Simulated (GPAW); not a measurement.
The system is Se.

```
Se
1.0
     4.36620    0.00000    0.00000
    -2.18310    3.78124    0.00000
     0.00000    0.00000    4.95360
Se
3
Direct
  0.77460 0.77460 0.00000
  0.00000 0.22540 0.66667
  0.22540 0.00000 0.33333
```

Program: GPAW 26.7.0. Alike in all runs: cell as given. Hardware: 1 thread of Arm Neoverse V1, with other jobs on the host.

Task: Order these runs on this cell by their wall time, lowest first.
A. task dielectric tensor; level PBE; potentials or basis GPAW PAW data sets (gpaw-data 1.2.1), pw; spin off; k mesh 6 × 6 × 5; cutoff (eV) 450; smearing fermi-dirac 0.001 eV; maxiter 150
B. task single point; level LDA; potentials or basis the program's PAW data sets (release 1.2.1) made for this functional, pw; spin off; k mesh 6 × 6 × 5; cutoff (eV) 450; smearing fermi-dirac 0.05 eV; maxiter 120
C. task band structure; level PBEsol; potentials or basis PAW data sets generated in the run's folder for this functional, pw; spin SOC, no magnetisation; k mesh 7 × 7 × 6; cutoff (eV) 600; smearing fermi-dirac 0.05 eV; maxiter 150; band path GMKGALHA,LM,KH; band points 80; spin axis theta (degrees) 90; spin axis phi (degrees) 0

Result: B (33 s), C (130 s), A (940 s).

Caveats: spin-orbit coupling was added after a scalar SCF, so levels and gaps hold it while energy, forces, pressure and moments don't (some runs); the long-wavelength limit can be off by a per cent or two (some runs).
